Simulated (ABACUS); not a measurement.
Crystal: Au.

```xyz
1
Lattice="-2.0350 0.0000 2.0350 0.0000 2.0350 2.0350 -2.0350 2.0350 0.0000" Properties=species:S:1:pos:R:3 pbc="T T T"
Au    0.0000    0.0000    0.0000
```

Base run:

```yaml
Program: ABACUS 3.10.1
Functional: revPBE
Potentials_or_basis: PseudoDojo NC SR 0.5 PBE standard
Cutoff: 1034 eV
Density_cutoff: 4136 eV
Basis: plane waves
k_mesh: 9 × 9 × 9
Occupations: fermi-dirac, width 0.05 eV
Spin: no spin polarisation
```

Its results: band gap on the k mesh none (metal or under the smearing width); pressure 13.2 GPa.

**Question.** The run is repeated on the same cell with these changes: functional from revPBE to SOGGA; potentials or basis from PseudoDojo NC SR 0.5 PBE standard to PseudoDojo NC SR 0.5 PBE stringent. What comes out?

**Answer.** Band gap on the k mesh none (metal or under the smearing width); pressure -1.2 GPa.

Caveats: the potentials were made for another functional, which shifts forces and pressure.

Not every run made on this cell is shown here.
